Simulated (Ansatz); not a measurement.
Input and command of a plane-wave DFT calculation in Ansatz:

```yaml
crystal:
  lattice:
    - [3.8417168278, 0.0, 0.0]
    - [0.0, 3.8417168278, 0.0]
    - [0.0, 0.0, 25.8660160814]
  atoms:
    - { symbol: Si, position: [0.0, 0.0, 0.2899557464] }
    - { symbol: Si, position: [0.5, 0.0, 0.3424668098] }
    - { symbol: Si, position: [0.5, 0.5, 0.3949778732] }
    - { symbol: Si, position: [0.0, 0.5, 0.4474889366] }
    - { symbol: Si, position: [0.0, 0.0, 0.5] }
    - { symbol: Si, position: [0.5, 0.0, 0.5525110634] }
    - { symbol: Si, position: [0.5, 0.5, 0.6050221268] }
    - { symbol: Si, position: [0.0, 0.5, 0.6575331902] }
    - { symbol: Si, position: [0.0, 0.0, 0.7100442536] }
basis:
  ecutwfc: 420
kpoints:
  mp_grid: { grid: [9, 9, 1] }
hamiltonian:
  xc: pbesol
scf:
  occupations: { method: gaussian, width: 0.5 }
output:
  forces: true
  stress: true
  eigenvalues: true
efield:
  axis: 3
  dipole_correction: true
  ramp_width: 0.04
```

```bash
ansatz run input.yaml --threads 1 --pin off --max-ram 2560MiB --backend cpu --events-out ev --progress --plain --runs-dir out
```

Processor: Intel(R) Xeon(R) 6975P-C (Granite Rapids), 1 thread, on a host shared with other jobs.

**Question.** Estimate time, memory and problem size.

**Answer.** About 13 s on 1 thread of Intel(R) Xeon(R) 6975P-C (Granite Rapids), on a shared host, peak memory 0.58 GiB. It solves 28 bands at 25 k points (the mesh reduced by the symmetry that the task leaves, which can be less than the crystal's) with about 7535 plane waves, in 7 SCF iterations.
